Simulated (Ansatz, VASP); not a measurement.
## Sn: VASP beside Ansatz

```
Sn
1.0
    -2.04263    2.04263    1.67176
     2.04263   -2.04263    1.67176
     2.04263    2.04263   -1.67176
Sn
1
Direct
  0.00000 0.00000 0.00000
```

Change from the starting cell: volume scaled by 1.02.

Alike in both runs: task single point; functional LDA; k mesh 10 × 10 × 10; occupations fermi-dirac, width 0.05 eV; no spin polarisation.

```csv
,VASP,Ansatz
version,VASP 6.6.1,Ansatz 0.2.0
potentials or method,"VASP PAW LDA potentials, release 64 (Sn_d), cutoff 520 eV","all-electron LAPW, scalar-relativistic"
```

Ansatz gave:

```
gap on the k mesh at the Fermi level (eV)       : none
pressure (GPa)                                  : -4.0
largest component of the traceless stress (GPa) : 0.24
```

Task: Estimate VASP's values.

Result: gap on the k mesh at the Fermi level (eV): none; pressure (GPa): -4.0; largest component of the traceless stress (GPa): 0.26.

A gap of «none» marks a metal or a gap that the smearing closes. Ansatz ran all-electron here, so the differences hold the error of VASP's frozen core and of both bases.
